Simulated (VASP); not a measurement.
# Si: formation energy: interstitial Si

Si, defect, 55 atoms in the cell. PBE, supercell with a point defect; PAW potentials Si (PBE set).

Defect: interstitial Si; Atoms relaxed: yes.

## Input

INCAR.step1:
```
PREC = Accurate
ENCUT = 370
EDIFF = 1E-7
ISMEAR = 0
SIGMA = 0.05
ALGO = Normal
LREAL = False
LASPH = True
NELM = 100
LWAVE = False
LCHARG = False
IBRION = 2
NSW = 30
ISIF = 3
EDIFFG = -0.005
KPAR = 4
```

INCAR.step2:
```
PREC = Accurate
ENCUT = 310
EDIFF = 1E-6
ISMEAR = 0
SIGMA = 0.05
ALGO = Normal
LREAL = Auto
LASPH = True
NELM = 100
LWAVE = False
LCHARG = False
ISYM = 2
KPAR = 2
NCORE = 4
```

INCAR.step3, as INCAR.step2 but for:
```
- EDIFF = 1E-6
- ISYM = 2
+ EDIFF = 1E-5
+ ISYM = 0
+ IBRION = 2
+ NSW = 40
+ EDIFFG = -0.03
+ POTIM = 0.4
```

KPOINTS.step1:
```
k-points
0
Gamma
  7 7 7
```

KPOINTS.step2:
```
k-points
0
Gamma
  2 2 2
```

POSCAR.step1:
```
Si
1.0
    0.0000000000      2.7218511900      2.7218511900
    2.7218511900      0.0000000000      2.7218511900
    2.7218511900      2.7218511900      0.0000000000
Si
2
Direct
    0.0000000000      0.0000000000      0.0000000000
    0.2500000000      0.2500000000      0.2500000000
```

POSCAR.step2:
```
Si
1.0
    0.0000000000      8.2024775349      8.2024775349
    8.2024775349      0.0000000000      8.2024775349
    8.2024775349      8.2024775349      0.0000000000
Si
54
Direct
    0.0000000000      0.0000000000      0.0000000000
    0.0000000000      0.0000000000      0.3333333330
    0.0000000000      0.0000000000      0.6666666670
    0.0000000000      0.3333333330      0.0000000000
    0.0000000000      0.3333333330      0.3333333330
    0.0000000000      0.3333333330      0.6666666670
    0.0000000000      0.6666666670      0.0000000000
    0.0000000000      0.6666666670      0.3333333330
    0.0000000000      0.6666666670      0.6666666670
    0.3333333330      0.0000000000      0.0000000000
    0.3333333330      0.0000000000      0.3333333330
    0.3333333330      0.0000000000      0.6666666670
    0.3333333330      0.3333333330      0.0000000000
    0.3333333330      0.3333333330      0.3333333330
    0.3333333330      0.3333333330      0.6666666670
    0.3333333330      0.6666666670      0.0000000000
    0.3333333330      0.6666666670      0.3333333330
    0.3333333330      0.6666666670      0.6666666670
    0.6666666670      0.0000000000      0.0000000000
    0.6666666670      0.0000000000      0.3333333330
    0.6666666670      0.0000000000      0.6666666670
    0.6666666670      0.3333333330      0.0000000000
    0.6666666670      0.3333333330      0.3333333330
    0.6666666670      0.3333333330      0.6666666670
    0.6666666670      0.6666666670      0.0000000000
    0.6666666670      0.6666666670      0.3333333330
    0.6666666670      0.6666666670      0.6666666670
    0.0833333330      0.0833333330      0.0833333330
    0.0833333330      0.0833333330      0.4166666670
    0.0833333330      0.0833333330      0.7500000000
    0.0833333330      0.4166666670      0.0833333330
    0.0833333330      0.4166666670      0.4166666670
    0.0833333330      0.4166666670      0.7500000000
    0.0833333330      0.7500000000      0.0833333330
    0.0833333330      0.7500000000      0.4166666670
    0.0833333330      0.7500000000      0.7500000000
    0.4166666670      0.0833333330      0.0833333330
    0.4166666670      0.0833333330      0.4166666670
    0.4166666670      0.0833333330      0.7500000000
    0.4166666670      0.4166666670      0.0833333330
    0.4166666670      0.4166666670      0.4166666670
    0.4166666670      0.4166666670      0.7500000000
    0.4166666670      0.7500000000      0.0833333330
    0.4166666670      0.7500000000      0.4166666670
    0.4166666670      0.7500000000      0.7500000000
    0.7500000000      0.0833333330      0.0833333330
    0.7500000000      0.0833333330      0.4166666670
    0.7500000000      0.0833333330      0.7500000000
    0.7500000000      0.4166666670      0.0833333330
    0.7500000000      0.4166666670      0.4166666670
    0.7500000000      0.4166666670      0.7500000000
    0.7500000000      0.7500000000      0.0833333330
    0.7500000000      0.7500000000      0.4166666670
    0.7500000000      0.7500000000      0.7500000000
```

POSCAR.step3:
```
Si
1.0
    0.0000000000      8.2024775349      8.2024775349
    8.2024775349      0.0000000000      8.2024775349
    8.2024775349      8.2024775349      0.0000000000
Si
55
Direct
    0.0000000000      0.0000000000      0.0000000000
    0.0009326450      0.0021883630      0.3317545420
    0.0000000000      0.0000000000      0.6666666670
    0.9993233750      0.3357777170      0.9980676570
    0.9974154150      0.3324921240      0.3405384730
    0.0000000000      0.3333333330      0.6666666670
    0.0000000000      0.6666666670      0.0000000000
    0.0000000000      0.6666666670      0.3333333330
    0.0000000000      0.6666666670      0.6666666670
    0.3350035600      0.9985370270      0.9952941050
    0.3354302610      0.9918317360      0.3301635590
    0.3333333330      0.0000000000      0.6666666670
    0.3330163560      0.3321019980      0.9976592440
    0.3333333330      0.3333333330      0.3333333330
    0.3333333330      0.3333333330      0.6666666670
    0.3333333330      0.6666666670      0.0000000000
    0.3333333330      0.6666666670      0.3333333330
    0.3333333330      0.6666666670      0.6666666670
    0.6666666670      0.0000000000      0.0000000000
    0.6666666670      0.0000000000      0.3333333330
    0.6666666670      0.0000000000      0.6666666670
    0.6666666670      0.3333333330      0.0000000000
    0.6666666670      0.3333333330      0.3333333330
    0.6666666670      0.3333333330      0.6666666670
    0.6666666670      0.6666666670      0.0000000000
    0.6666666670      0.6666666670      0.3333333330
    0.6666666670      0.6666666670      0.6666666670
    0.0845585730      0.0814863300      0.0871919240
    0.0792370100      0.0891486490      0.4175200670
    0.0833333330      0.0833333330      0.7500000000
    0.0795539870      0.4168251550      0.0875759540
    0.0833333330      0.4166666670      0.4166666670
    0.0833333330      0.4166666670      0.7500000000
    0.0833333330      0.7500000000      0.0833333330
    0.0833333330      0.7500000000      0.4166666670
    0.0833333330      0.7500000000      0.7500000000
    0.4183368940      0.0827359530      0.0794320730
    0.4166666670      0.0833333330      0.4166666670
    0.4166666670      0.0833333330      0.7500000000
    0.4166666670      0.4166666670      0.0833333330
    0.4166666670      0.4166666670      0.4166666670
    0.4166666670      0.4166666670      0.7500000000
    0.4166666670      0.7500000000      0.0833333330
    0.4166666670      0.7500000000      0.4166666670
    0.4166666670      0.7500000000      0.7500000000
    0.7500000000      0.0833333330      0.0833333330
    0.7500000000      0.0833333330      0.4166666670
    0.7500000000      0.0833333330      0.7500000000
    0.7500000000      0.4166666670      0.0833333330
    0.7500000000      0.4166666670      0.4166666670
    0.7500000000      0.4166666670      0.7500000000
    0.7500000000      0.7500000000      0.0833333330
    0.7500000000      0.7500000000      0.4166666670
    0.7500000000      0.7500000000      0.7500000000
    0.1651427370      0.1663618810      0.1694097400
```

Commands (each step's output is kept before the next begins):
```
cat potpaw_PBE.64/Si/POTCAR > POTCAR
cp INCAR.step1 INCAR
cp KPOINTS.step1 KPOINTS
cp POSCAR.step1 POSCAR
mpirun -np 8 vasp_std > vasp.out
rm WAVECAR CHG
cp INCAR.step2 INCAR
cp KPOINTS.step2 KPOINTS
cp POSCAR.step2 POSCAR
mpirun -np 8 vasp_std > vasp.out
rm WAVECAR CHG
cp INCAR.step3 INCAR
cp POSCAR.step3 POSCAR
mpirun -np 8 vasp_std > vasp.out
```

## Result

- Formation energy (eV): 3.46
- Gained by relaxing the atoms (eV): 0.44
- Pressure added in the cell (GPa): 0.6
- Carrier in a band: electron

Levels in the host's gap (eV over its valence top):

| Spin | Level | Filling | Spread over k |
|---|---|---|---|
| both | 0.57 | 0.68 | 0.21 |

Elements' reference energies:

| Element | eV/atom |
|---|---|
| Si | -5.411 |

Supercell on the primitive cell's vectors: (3 0 0), (0 3 0), (0 0 3).

Limits: PBE's gap of the host is below the measured one, so levels near the band edges can shift or sink into the bands; the run has no spin, so unpaired electrons weren't tried.

VASP 6.6.1 took 786 s on 8 cores (AMD EPYC 9R45 (Zen 5)), a shared host.
